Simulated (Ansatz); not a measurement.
# Li2O in Ansatz: the effect of functional

Li2O:

```
CELL_PARAMETERS angstrom
0.00000 2.35747 2.35747
2.35747 0.00000 2.35747
2.35747 2.35747 0.00000
ATOMIC_POSITIONS crystal
O 0.00000 0.00000 0.00000
Li 0.25000 0.25000 0.25000
Li 0.75000 0.75000 0.75000
```

The cell comes from a database or a generator and needn't be the stable form of this composition.

The cell isn't the ideal one: volume scaled by 1.04.

Alike in all runs:

| Property | Result |
| --- | --- |
| Program | Ansatz 0.2.0 |
| Task | single point |
| Potentials or basis | Ansatz PAW |
| k mesh | 10 × 10 × 10 |
| Occupations | fermi-dirac, width 0.05 eV |
| Spin | no spin polarisation |

| functional | cutoff | gap on the mesh (eV) | pressure (GPa) |
| --- | --- | --- | --- |
| PBEsol | 420 eV (not typed: the program's choice for these potentials) | 4.72 | -6.1 |
| LDA | 420 eV (not typed: the program's choice for these potentials) | 4.70 | -10.2 |
| r2SCAN | 500 eV (not typed: the program's choice for these potentials) | ? | ? |

Q: What does the run with functional r2SCAN give?

A: gap on the mesh 5.51 eV; pressure -6.7 GPa.

Caveats: the PAW data sets come from PBE, with cores solved anew for the run's functional, which leaves a small shift of forces and pressure.

A k mesh can miss the band edges.

Runs at the PBE level aren't shown here.
